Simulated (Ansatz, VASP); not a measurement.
## Cross-check of WS2 (Tungstenite) between VASP and Ansatz

Wanted: the spread between two codes on one cell, functional and k mesh. The cell is taken from a series of VASP runs on this material, whose earlier steps may have relaxed, scaled or displaced it; both programs get it as it stands.

Main program and level: Ansatz 0.2.0; plane waves, with VASP 6.6.1 beside it; zone-centre phonons at LDA, DFT+U.

## 1. The structure

Symmetry: P6_3/mmc, No. 194, hexagonal system. Conventional cell: a = 3.155 Å, b = 3.155 Å, c = 12.172 Å, α = 90.00°, β = 90.00°, γ = 120.00°. Nearest to W lie 6 S at 2.41 Å. Nearest to S lie 3 W at 2.41 Å. Farther neighbours and most contacts between anions are not listed.

As a file:

```xyz
6
Lattice="3.1553 0.0000 0.0000 -1.5776 2.7326 0.0000 0.0000 0.0000 12.1720" Properties=species:S:1:pos:R:3 pbc="T T T"
W     1.5776    0.9109    9.1290
W     0.0000    1.8217    3.0430
S     1.5776    0.9109    4.6211
S     0.0000    1.8217   10.7071
S     1.5776    0.9109    1.4649
S     0.0000    1.8217    7.5509
```

## 2. VASP: zone-centre phonons, LDA, DFT+U

Second derivatives magnify differences that forces hide, and they need a tight electronic threshold.

Lines of VASP's logs that name or quote its potential files are left out, and so is its time.

INCAR

```
SYSTEM = WS2
PREC = Accurate
ENCUT = 450
EDIFF = 1E-08
NELM = 100
ISMEAR = 0
SIGMA = 0.03
LREAL = .FALSE.
ALGO = Normal
GGA = CA
NBANDS = 24
LDAU = .TRUE.
LDAUTYPE = 2
LDAUL = 2 -1
LDAUU = 6.2 0
LDAUJ = 0 0
LDAUPRINT = 1
LASPH = .TRUE.
LMAXMIX = 4
LORBIT = 11
LWAVE = .FALSE.
LCHARG = .FALSE.
KPAR = 4
IBRION = 6
NFREE = 2
POTIM = 0.015
NSW = 1
ISIF = 2
```

POSCAR

```
WS2
1.0
    3.1552871411      0.0000000000      0.0000000000
   -1.5776435705      2.7325588204      0.0000000000
    0.0000000000      0.0000000000     12.1720199440
W S
2 4
Direct
    0.6666666667      0.3333333333      0.7500000000
    0.3333333333      0.6666666667      0.2500000000
    0.6666666667      0.3333333333      0.3796498082
    0.3333333333      0.6666666667      0.8796498082
    0.6666666667      0.3333333333      0.1203501918
    0.3333333333      0.6666666667      0.6203501918
```

KPOINTS

```
Automatic mesh
0
Gamma
8 8 2
0 0 0
```

Potentials, in the order of the species: W and S (LDA family, release 64).

Command:

```
mpirun -np 4 vasp_std
```

Numbers of over 12 decimals in the logs are rounded to 6 here.

The program printed:

```text
[banner, memory and clock lines left out]
running    4 mpi-ranks, on    1 nodes
 distrk:  each k-point on    1 cores,    4 groups
 distr:  one band on    1 cores,    1 groups

 POSCAR found type information on POSCAR W S
 POSCAR found :  2 types and       6 ions
 LDA part: xc-table for (Slater(with rela. corr.)+CA(PZ))
 , standard interpolation
 POSCAR, INCAR and KPOINTS ok, starting setup
 FFT: planning ... GRIDC
 FFT: planning ... GRID_SOFT
 FFT: planning ... GRID
 WAVECAR not read
 entering main loop
       N       E                     dE             d eps       ncg     rms          rms(c)
DAV:   1     0.171675272201E+03    0.17168E+03   -0.15196E+04   960   0.119E+03
DAV:   2    -0.277488677217E+02   -0.19942E+03   -0.19233E+03  1328   0.245E+02
DAV:   3    -0.409478175222E+02   -0.13199E+02   -0.13123E+02  1296   0.641E+01
DAV:   4    -0.412310950090E+02   -0.28328E+00   -0.28271E+00  1296   0.102E+01
DAV:   5    -0.412365768543E+02   -0.54818E-02   -0.54789E-02  1312   0.139E+00    0.295E+01
DAV:   6    -0.380506341174E+02    0.31859E+01   -0.13569E+01  1376   0.203E+01    0.137E+01
DAV:   7    -0.376626970686E+02    0.38794E+00   -0.22698E+00  1240   0.918E+00    0.566E+00
DAV:   8    -0.375845171388E+02    0.78180E-01   -0.31362E-01  1320   0.303E+00    0.151E+00
DAV:   9    -0.375823403448E+02    0.21768E-02   -0.29796E-02  1336   0.107E+00    0.626E-01
DAV:  10    -0.375826164396E+02   -0.27609E-03   -0.83318E-03  1352   0.814E-01    0.554E-01
DAV:  11    -0.375837985441E+02   -0.11821E-02   -0.59078E-03  1240   0.607E-01    0.268E-01
DAV:  12    -0.375842695203E+02   -0.47098E-03   -0.58653E-03  1160   0.716E-01    0.184E-01
DAV:  13    -0.375843030478E+02   -0.33527E-04   -0.84832E-04  1304   0.216E-01    0.410E-02
DAV:  14    -0.375843425268E+02   -0.39479E-04   -0.14820E-04  1224   0.986E-02    0.357E-02
DAV:  15    -0.375844134331E+02   -0.70906E-04   -0.15376E-03  1048   0.286E-01    0.306E-02
DAV:  16    -0.375844143362E+02   -0.90310E-06   -0.24808E-05  1216   0.369E-02    0.942E-03
DAV:  17    -0.375844144404E+02   -0.10425E-06   -0.35017E-06  1192   0.131E-02    0.194E-03
DAV:  18    -0.375844144502E+02   -0.97243E-08   -0.42702E-07  1272   0.634E-03    0.145E-03
DAV:  19    -0.375844144564E+02   -0.62671E-08   -0.34741E-07  1112   0.427E-03    0.657E-04
DAV:  20    -0.375844144582E+02   -0.18008E-08   -0.28500E-08   992   0.120E-03
   1 F= -.37584414E+02 E0= -.37584414E+02  d E =-.174823E-14
[...]
2 F= -.37582269E+02 E0= -.37582269E+02  d E =-.363544E-14
[...]
4 F= -.37580818E+02 E0= -.37580818E+02  d E =-.589263E-14
[...]
5 F= -.37580818E+02 E0= -.37580818E+02  d E =-.582768E-14
[...]
6 F= -.37583354E+02 E0= -.37583354E+02  d E =-.293647E-14
[...]
7 F= -.37583355E+02 E0= -.37583355E+02  d E =-.291283E-14
[...]
8 F= -.37582426E+02 E0= -.37582426E+02  d E =-.742070E-14
 Finite differences progress:
  Degree of freedom:   4/  4
  Displacement:        1/  2
  Total:               7/  8
 bond charge predicted
       N       E                     dE             d eps       ncg     rms          rms(c)
DAV:   1    -0.375788775453E+02    0.35482E-02   -0.10105E+00   960   0.447E+00    0.733E-01
DAV:   2    -0.375822792913E+02   -0.34017E-02   -0.41769E-02  1288   0.133E+00    0.419E-01
DAV:   3    -0.375822963008E+02   -0.17009E-04   -0.63678E-04  1184   0.171E-01    0.327E-01
DAV:   4    -0.375824804477E+02   -0.18415E-03   -0.21940E-03  1272   0.367E-01    0.572E-02
DAV:   5    -0.375824281989E+02    0.52249E-04   -0.25275E-04  1160   0.981E-02    0.695E-02
DAV:   6    -0.375824187941E+02    0.94049E-05   -0.68236E-05  1360   0.611E-02    0.564E-02
DAV:   7    -0.375824115205E+02    0.72736E-05   -0.32708E-05  1264   0.379E-02    0.276E-02
DAV:   8    -0.375824115163E+02    0.41482E-08   -0.11369E-05  1232   0.214E-02    0.115E-02
DAV:   9    -0.375824114323E+02    0.84025E-07   -0.13406E-06  1216   0.844E-03    0.114E-02
DAV:  10    -0.375824118240E+02   -0.39171E-06   -0.15661E-06  1336   0.118E-02    0.343E-03
DAV:  11    -0.375824120015E+02   -0.17744E-06   -0.12297E-06  1440   0.958E-03    0.291E-03
DAV:  12    -0.375824120216E+02   -0.20101E-07   -0.11795E-07  1312   0.273E-03    0.235E-03
DAV:  13    -0.375824120243E+02   -0.27283E-08   -0.85571E-08  1296   0.236E-03
   9 F= -.37582412E+02 E0= -.37582412E+02  d E =-.239663E-14
 Finite differences progress:
  Degree of freedom:   4/  4
  Displacement:        2/  2
  Total:               8/  8
```

Parts of OUTCAR (step 2):

```text
ion  position               nearest neighbor table
   1  0.667  0.333  0.750-   4 2.41   6 2.41   4 2.41   6 2.41   4 2.41   6 2.41
   2  0.333  0.667  0.250-   3 2.41   5 2.41   3 2.41   5 2.41   3 2.41   5 2.41
   3  0.667  0.333  0.380-   2 2.41   2 2.41   2 2.41
   4  0.333  0.667  0.880-   1 2.41   1 2.41   1 2.41
   5  0.667  0.333  0.120-   2 2.41   2 2.41   2 2.41
   6  0.333  0.667  0.620-   1 2.41   1 2.41   1 2.41

  LATTYP: Found a hexagonal cell.
 ALAT       =     3.1552871411
 C/A-ratio  =     3.8576583999

 Subroutine GETGRP returns: Found 24 space group operations
 (whereof 12 operations were pure point group operations)

The static configuration has the point symmetry D_3d.
 The point group associated with its full space group is D_6h.

 Found     20 irreducible k-points:

   k-points           NKPTS =     20   k-points in BZ     NKDIM =     20   number of bands    NBANDS=     24

   dimension x,y,z NGX =    24 NGY =   24 NGZ =   84
   dimension x,y,z NGXF=    48 NGYF=   48 NGZF=  168

   ENCUT  =  450.0 eV  33.07 Ry    5.75 a.u.   5.46  5.46 21.05*2*pi/ulx,y,z

   NELECT =      36.0000    total number of electrons

 k-points in reciprocal lattice and weights: Automatic mesh
   0.00000000  0.00000000  0.00000000       0.008
   0.12500000  0.00000000  0.00000000       0.047
   0.25000000  0.00000000  0.00000000       0.047
   0.37500000  0.00000000  0.00000000       0.047
   0.50000000  0.00000000  0.00000000       0.023
   0.12500000  0.12500000  0.00000000       0.047
   0.25000000  0.12500000  0.00000000       0.094
   0.37500000  0.12500000  0.00000000       0.094
   0.25000000  0.25000000  0.00000000       0.047
[...]
0.25000000  0.25000000  0.50000000       0.047
   0.37500000  0.25000000  0.50000000       0.047

atom =   1  type =  1  l = 2

 onsite density matrix

spin component  1

  0.3833 -0.0000 -0.0000 -0.0000  0.0000
 -0.0000  0.3819  0.0000  0.0000 -0.0000
 -0.0000  0.0000  0.4378  0.0000 -0.0000
 -0.0000  0.0000  0.0000  0.3819 -0.0000
  0.0000 -0.0000 -0.0000 -0.0000  0.3833

spin component  2

 occupancies and eigenvectors

  o =  0.3819  v =  0.0054 -0.8588  0.0000  0.5123 -0.0090  0.0000  0.0000  0.0000  0.0000  0.0000      0.0000  0.0000  0.0000  0.0000  0.0000  0.0000  0.0000  0.0000  0.0000  0.0000
  o =  0.3819  v =  0.0000  0.0000  0.0000  0.0000  0.0000  0.0054 -0.8588  0.0000  0.5123 -0.0090      0.0000  0.0000  0.0000  0.0000  0.0000  0.0000  0.0000  0.0000  0.0000  0.0000
  o =  0.3819  v =  0.0000  0.0000  0.0000  0.0000  0.0000  0.0090  0.5123  0.0000  0.8588  0.0054      0.0000  0.0000  0.0000  0.0000  0.0000  0.0000  0.0000  0.0000  0.0000  0.0000
  o =  0.3819  v =  0.0090  0.5123  0.0000  0.8588  0.0054  0.0000  0.0000  0.0000  0.0000  0.0000      0.0000  0.0000  0.0000  0.0000  0.0000  0.0000  0.0000  0.0000  0.0000  0.0000
  o =  0.3833  v = -0.6793 -0.0077 -0.0000  0.0071  0.7338  0.0000  0.0000  0.0000  0.0000  0.0000      0.0000  0.0000  0.0000  0.0000  0.0000  0.0000  0.0000  0.0000  0.0000  0.0000
  o =  0.3833  v =  0.0000  0.0000  0.0000  0.0000  0.0000 -0.6793 -0.0077 -0.0000  0.0071  0.7338      0.0000  0.0000  0.0000  0.0000  0.0000  0.0000  0.0000  0.0000  0.0000  0.0000
  o =  0.3833  v =  0.7338 -0.0071  0.0000 -0.0077  0.6793  0.0000  0.0000  0.0000  0.0000  0.0000      0.0000  0.0000  0.0000  0.0000  0.0000  0.0000  0.0000  0.0000  0.0000  0.0000
  o =  0.3833  v =  0.0000  0.0000  0.0000  0.0000  0.0000  0.7338 -0.0071  0.0000 -0.0077  0.6793      0.0000  0.0000  0.0000  0.0000  0.0000  0.0000  0.0000  0.0000  0.0000  0.0000
  o =  0.4378  v =  0.0000 -0.0000 -1.0000 -0.0000  0.0000  0.0000  0.0000  0.0000  0.0000  0.0000      0.0000  0.0000  0.0000  0.0000  0.0000  0.0000  0.0000  0.0000  0.0000  0.0000
  o =  0.4378  v =  0.0000  0.0000  0.0000  0.0000  0.0000  0.0000 -0.0000 -1.0000 -0.0000  0.0000      0.0000  0.0000  0.0000  0.0000  0.0000  0.0000  0.0000  0.0000  0.0000  0.0000

atom =   2  type =  1  l = 2

 onsite density matrix

spin component  1

  0.3843 -0.0000 -0.0000 -0.0020  0.0000
 -0.0000  0.3848  0.0000  0.0000 -0.0020
 -0.0000  0.0000  0.4387 -0.0000 -0.0000
 -0.0020  0.0000 -0.0000  0.3848 -0.0000
  0.0000 -0.0020 -0.0000 -0.0000  0.3843

spin component  2

  0.3843 -0.0000 -0.0000 -0.0020  0.0000
 -0.0000  0.3848  0.0000  0.0000 -0.0020
 -0.0000  0.0000  0.4387 -0.0000 -0.0000
[...]
1.57764      0.91085      4.60611        -0.000000     -0.000000      0.269111
     -0.00000      1.82171     10.70712        -0.000000      0.000000     -0.001009
      1.57764      0.91085      1.46490         0.000000      0.000000     -0.023761
     -0.00000      1.82171      7.55091         0.000000      0.000000     -0.002305
 -----------------------------------------------------------------------------------
    total drift:                               -0.000000     -0.000000     -0.000093

  FREE ENERGIE OF THE ION-ELECTRON SYSTEM (eV)
  ---------------------------------------------------
  free  energy   TOTEN  =       -37.5824120243 eV

  energy  without entropy=      -37.5824120243  energy(sigma->0) =      -37.58241202

 Eigenvectors and eigenvalues of the dynamical matrix
 ----------------------------------------------------

   1 f  =   12.864142 THz    80.827787 2PiTHz  429.101583 cm-1    53.201792 meV
             X         Y         Z           dx          dy          dz
      1.577644  0.910853  9.129015    -0.000000   -0.000000   -0.353403
     -0.000000  1.821706  3.043005    -0.000000    0.000000    0.353403
      1.577644  0.910853  4.621105     0.000000   -0.000000   -0.433074
     -0.000000  1.821706 10.707115     0.000000    0.000000    0.433074
      1.577644  0.910853  1.464905     0.000000   -0.000000   -0.433074
     -0.000000  1.821706  7.550915     0.000000    0.000000    0.433074

   2 f  =   12.784566 THz    80.327797 2PiTHz  426.447220 cm-1    52.872693 meV
             X         Y         Z           dx          dy          dz
      1.577644  0.910853  9.129015     0.000000    0.000000    0.359618
     -0.000000  1.821706  3.043005    -0.000000    0.000000    0.359618
      1.577644  0.910853  4.621105     0.000000   -0.000000   -0.430508
     -0.000000  1.821706 10.707115    -0.000000    0.000000   -0.430508
      1.577644  0.910853  1.464905     0.000000   -0.000000   -0.430508
     -0.000000  1.821706  7.550915    -0.000000   -0.000000   -0.430508

   3 f  =   12.209365 THz    76.713701 2PiTHz  407.260570 cm-1    50.493853 meV
             X         Y         Z           dx          dy          dz
      1.577644  0.910853  9.129015     0.000000    0.000000   -0.000000
     -0.000000  1.821706  3.043005    -0.000000   -0.000000   -0.000000
      1.577644  0.910853  4.621105     0.000000    0.000000   -0.500000
     -0.000000  1.821706 10.707115    -0.000000   -0.000000   -0.500000
      1.577644  0.910853  1.464905     0.000000    0.000000    0.500000
     -0.000000  1.821706  7.550915    -0.000000   -0.000000    0.500000

   4 f  =   12.080625 THz    75.904806 2PiTHz  402.966278 cm-1    49.961428 meV
             X         Y         Z           dx          dy          dz
      1.577644  0.910853  9.129015     0.000000    0.000000   -0.000000
     -0.000000  1.821706  3.043005     0.000000    0.000000    0.000000
      1.577644  0.910853  4.621105    -0.000000   -0.000000    0.500000
     -0.000000  1.821706 10.707115    -0.000000   -0.000000   -0.500000
      1.577644  0.910853  1.464905    -0.000000   -0.000000   -0.500000
     -0.000000  1.821706  7.550915    -0.000000   -0.000000    0.500000

   5 f  =    9.900063 THz    62.203928 2PiTHz  330.230545 cm-1    40.943351 meV
             X         Y         Z           dx          dy          dz
      1.577644  0.910853  9.129015    -0.308575   -0.184143    0.000000
     -0.000000  1.821706  3.043005    -0.308575   -0.184143   -0.000000
      1.577644  0.910853  4.621105     0.369785    0.220670    0.000000
     -0.000000  1.821706 10.707115     0.369785    0.220670   -0.000000
      1.577644  0.910853  1.464905     0.369785    0.220670   -0.000000
     -0.000000  1.821706  7.550915     0.369785    0.220670    0.000000

   6 f  =    9.900063 THz    62.203928 2PiTHz  330.230545 cm-1    40.943351 meV
             X         Y         Z           dx          dy          dz
      1.577644  0.910853  9.129015    -0.184143    0.308575    0.000000
     -0.000000  1.821706  3.043005    -0.184143    0.308575   -0.000000
      1.577644  0.910853  4.621105     0.220670   -0.369785    0.000000
     -0.000000  1.821706 10.707115     0.220670   -0.369785   -0.000000
      1.577644  0.910853  1.464905     0.220670   -0.369785    0.000000
     -0.000000  1.821706  7.550915     0.220670   -0.369785    0.000000

   7 f  =    9.898249 THz    62.192530 2PiTHz  330.170034 cm-1    40.935849 meV
             X         Y         Z           dx          dy          dz
      1.577644  0.910853  9.129015    -0.305685   -0.182418   -0.000000
     -0.000000  1.821706  3.043005     0.305685    0.182418   -0.000000
      1.577644  0.910853  4.621105    -0.370983   -0.221385   -0.000000
     -0.000000  1.821706 10.707115     0.370983    0.221385   -0.000000
      1.577644  0.910853  1.464905    -0.370983   -0.221385    0.000000
     -0.000000  1.821706  7.550915     0.370983    0.221385   -0.000000

   8 f  =    9.898249 THz    62.192530 2PiTHz  330.170034 cm-1    40.935849 meV
             X         Y         Z           dx          dy          dz
      1.577644  0.910853  9.129015    -0.182418    0.305685    0.000000
     -0.000000  1.821706  3.043005     0.182418   -0.305685    0.000000
      1.577644  0.910853  4.621105    -0.221385    0.370983   -0.000000
     -0.000000  1.821706 10.707115     0.221385   -0.370983   -0.000000
      1.577644  0.910853  1.464905    -0.221385    0.370983   -0.000000
     -0.000000  1.821706  7.550915     0.221385   -0.370983   -0.000000

   9 f  =    8.453040 THz    53.112017 2PiTHz  281.963065 cm-1    34.958949 meV
             X         Y         Z           dx          dy          dz
      1.577644  0.910853  9.129015     0.000000    0.000000    0.000000
     -0.000000  1.821706  3.043005    -0.000000   -0.000000   -0.000000
      1.577644  0.910853  4.621105    -0.429360   -0.256222    0.000000
     -0.000000  1.821706 10.707115    -0.429360   -0.256222   -0.000000
      1.577644  0.910853  1.464905     0.429360    0.256222   -0.000000
     -0.000000  1.821706  7.550915     0.429360    0.256222    0.000000

  10 f  =    8.453040 THz    53.112017 2PiTHz  281.963065 cm-1    34.958949 meV
             X         Y         Z           dx          dy          dz
      1.577644  0.910853  9.129015    -0.000000    0.000000    0.000000
     -0.000000  1.821706  3.043005     0.000000    0.000000   -0.000000
      1.577644  0.910853  4.621105    -0.256222    0.429360    0.000000
     -0.000000  1.821706 10.707115    -0.256222    0.429360    0.000000
      1.577644  0.910853  1.464905     0.256222   -0.429360    0.000000
     -0.000000  1.821706  7.550915     0.256222   -0.429360    0.000000

  11 f  =    8.369681 THz    52.588258 2PiTHz  279.182516 cm-1    34.614205 meV
             X         Y         Z           dx          dy          dz
      1.577644  0.910853  9.129015     0.000000    0.000000    0.000000
     -0.000000  1.821706  3.043005     0.000000    0.000000    0.000000
      1.577644  0.910853  4.621105     0.429359    0.256223   -0.000000
     -0.000000  1.821706 10.707115    -0.429359   -0.256223   -0.000000
      1.577644  0.910853  1.464905    -0.429359   -0.256223    0.000000
     -0.000000  1.821706  7.550915     0.429359    0.256223    0.000000

  12 f  =    8.369681 THz    52.588258 2PiTHz  279.182516 cm-1    34.614205 meV
             X         Y         Z           dx          dy          dz
      1.577644  0.910853  9.129015     0.000000    0.000000    0.000000
     -0.000000  1.821706  3.043005    -0.000000   -0.000000    0.000000
      1.577644  0.910853  4.621105     0.256223   -0.429359   -0.000000
     -0.000000  1.821706 10.707115    -0.256223    0.429359   -0.000000
      1.577644  0.910853  1.464905    -0.256223    0.429359   -0.000000
     -0.000000  1.821706  7.550915     0.256223   -0.429359    0.000000

  13 f  =    1.348584 THz     8.473404 2PiTHz   44.983927 cm-1     5.577294 meV
             X         Y         Z           dx          dy          dz
      1.577644  0.910853  9.129015     0.000000   -0.000000    0.612459
     -0.000000  1.821706  3.043005    -0.000000    0.000000   -0.612459
      1.577644  0.910853  4.621105    -0.000000    0.000000   -0.249894
     -0.000000  1.821706 10.707115     0.000000   -0.000000    0.249894
      1.577644  0.910853  1.464905    -0.000000    0.000000   -0.249894
     -0.000000  1.821706  7.550915     0.000000   -0.000000    0.249894
    [... 42 further lines ...]
     -0.000000  1.821706 10.707115    -0.001033   -0.254091   -0.000000
      1.577644  0.910853  1.464905    -0.001033   -0.254091   -0.000000
     -0.000000  1.821706  7.550915    -0.001033   -0.254091   -0.000000

 ELASTIC MODULI CONTR FROM IONIC RELAXATION (kBar)
 Direction    XX          YY          ZZ          XY          YZ          ZX
 --------------------------------------------------------------------------------
 XX        -402.0960   -280.9355   -945.1586     -0.0000      0.0000      0.0000
 YY        -280.9355   -402.0960   -945.1586     -0.0000      0.0000      0.0000
 ZZ        -945.1586   -945.1586  -2615.7646     -0.0000      0.0000      0.0000
 XY          -0.0000     -0.0000     -0.0000    -60.5803     -0.0000      0.0000
 YZ          -0.0000      0.0000      0.0000     -0.0000  -1274.2287     -0.0000
 ZX           0.0000     -0.0000      0.0000     -0.0000     -0.0000  -1274.2283
 --------------------------------------------------------------------------------

 total charge
# of ion       s       p       d       tot
------------------------------------------
    1        0.580   0.731   3.890   5.201
    2        0.580   0.731   3.890   5.201
    3        1.359   2.362   0.000   3.721
    4        1.359   2.362   0.000   3.721
    5        1.359   2.362   0.000   3.721
    6        1.359   2.362   0.000   3.721
--------------------------------------------------
tot          6.596  10.912   7.780  25.289
```

CONTCAR:

```
WS2
   1.00000000000000
     3.1552871411000001    0.0000000000000000    0.0000000000000000
    -1.5776435705000000    2.7325588204000000    0.0000000000000000
     0.0000000000000000    0.0000000000000000   12.1720199440000005
  W               S
     2     4
Direct
     0.6666666667000030    0.3333333332999970    0.7500000000000000
     0.3333333332999970    0.6666666667000030    0.2500000000000000
     0.6666666667000030    0.3333333332999970    0.3784174737091750
     0.3333333332999970    0.6666666667000030    0.8796498081999999
     0.6666666667000030    0.3333333332999970    0.1203501918000001
     0.3333333332999970    0.6666666667000030    0.6203501918000001
```

This run has no spin polarisation, so a moment on W, if there is one, isn't seen. The last energy, forces, stress and levels in OUTCAR belong to the last displaced cell, not to the cell of POSCAR. The data set W keeps the semicore shell frozen, which is cheaper and a little less accurate.

(Part 1 of 2 ends here.)

[Lines on the potential files, build, host, timing and source positions are cut from VASP's logs without a mark.]

[Logs are printed without paths, hosts, clocks, repeated set-up lines and the standing remarks that a program may print on its own settings, such as how far it seeks lower states.]

[Hosts, paths, dates, database ids (printed as entryN), source tags and the programs' standing remarks are cut or masked in the printed files.]
